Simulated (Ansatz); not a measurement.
**TiCo: single point with PBE**

The system is TiCo.

```xyz
2
Lattice="2.9861 0.0000 0.0000 0.0000 2.9861 0.0000 0.0000 0.0000 2.9861" Properties=species:S:1:pos:R:3 pbc="T T T"
Co    1.4931    1.4931    1.4931
Ti    0.0000    0.0000    0.0000
```

The cell comes from a database or a generator and needn't be the stable form of this composition.

- Program: Ansatz 0.2.0
- Task: single point
- Functional: PBE
- Potentials or basis: Ansatz PAW
- Cutoff: 420 eV (not typed: the program's choice for these potentials)
- k mesh: 9 × 9 × 9
- Occupations: gaussian, width 0.022 eV
- Spin: collinear spin, ferromagnetic start
- Starting moments: [2.0, 1.0] μB

* Pressure: -0.5 GPa
* Band gap on the k mesh: none (metal or under the smearing width)
* Net moment: 0.84 μB per cell
* Absolute moment: 1.08 μB per cell
* Site moments: Co +0.94; Ti -0.03 μB

Levels at points of the mesh, in eV from the Fermi level:
Spin up:
```tsv
k point	band 12	band 13	band 14	band 15	band 16	band 17	band 18	band 19
(0.00, 0.00, 0.00)	-1.91	-1.91	-1.91	0.47	0.47	2.66	2.66	2.66
```
Spin down:
| k point | band 12 | band 13 | band 14 | band 15 | band 16 | band 17 |
| --- | --- | --- | --- | --- | --- | --- |
| (0.00, 0.00, 0.00) | -1.36 | -1.36 | -1.36 | 1.02 | 1.02 | 2.76 |

Run time: 0.74 s on 2 threads of AMD EPYC 9R45 96-Core Processor (Zen 5) (shared host), peak memory 0.46 GiB.
